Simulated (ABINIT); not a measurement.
Crystal: TiO2.

```xyz
6
Lattice="4.5998 0.0000 0.0000 0.0000 4.5998 0.0000 0.0000 0.0000 2.9592" Properties=species:S:1:pos:R:3 pbc="T T T"
Ti    0.0000    0.0000    1.4796
Ti    2.2999    2.2999    0.0000
O     1.3998    1.3998    1.4796
O     0.9001    3.6997    0.0000
O     3.6997    0.9001    0.0000
O     3.2000    3.2000    1.4796
```

The cell is a database's computed one.

Base run:

* Program: ABINIT 10.8.3 (patched build)
* Functional: PBE
* Potentials or basis: JTH PAW PBE v2.0
* Cutoff: 626 eV
* k mesh: 6 × 6 × 9
* Occupations: fermi-dirac, width 0.05 eV
* Spin: no spin polarisation

Its results: band gap on the k mesh 1.86 eV, direct; pressure 4.5 GPa; largest force 0.007 eV/Å.

**Question.** The run is repeated on the same cell with these changes: functional from PBE to PBEsol. What comes out?

**Answer.** Band gap on the k mesh 1.82 eV, direct; pressure -2.2 GPa; largest force 0.050 eV/Å.

PBEsol binds more tightly than PBE, so the same cell stands under less pressure.

Caveats: the atomic spheres overlap; the PAW data sets were made with another functional, which shifts forces and pressure a little (some runs).
